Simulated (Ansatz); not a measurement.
All numbers below come from DFT, PBE, plane waves (420 eV) with PAW, scalar-relativistic in Ansatz 0.2.0.

An element in the dhcp structure gives this curve. The cell is scaled uniformly from the relaxed one, with fractional coordinates and shape fixed. Energies are extrapolated to zero smearing, pressures are those at the given smearing. Magnetic state: spin not included.

```json
{"V (Å³/atom)": "48.532", "E − E₀ (meV/atom)": "33.4", "P (GPa)": "1.83"}
{"V (Å³/atom)": "50.738", "E − E₀ (meV/atom)": "13.8", "P (GPa)": "1.12"}
{"V (Å³/atom)": "52.944", "E − E₀ (meV/atom)": "3.1", "P (GPa)": "0.52"}
{"V (Å³/atom)": "55.150", "E − E₀ (meV/atom)": "0.0", "P (GPa)": "0.01"}
{"V (Å³/atom)": "57.356", "E − E₀ (meV/atom)": "3.3", "P (GPa)": "-0.43"}
{"V (Å³/atom)": "59.562", "E − E₀ (meV/atom)": "12.0", "P (GPa)": "-0.79"}
{"V (Å³/atom)": "61.768", "E − E₀ (meV/atom)": "25.3", "P (GPa)": "-1.10"}
```

Q: Which element is it?
A. barium
B. strontium
C. potassium
D. lanthanum

A: B. Its fit is V₀ = 55.06 Å³/atom, B₀ = 11.7 GPa, B₀′ = 3.2.
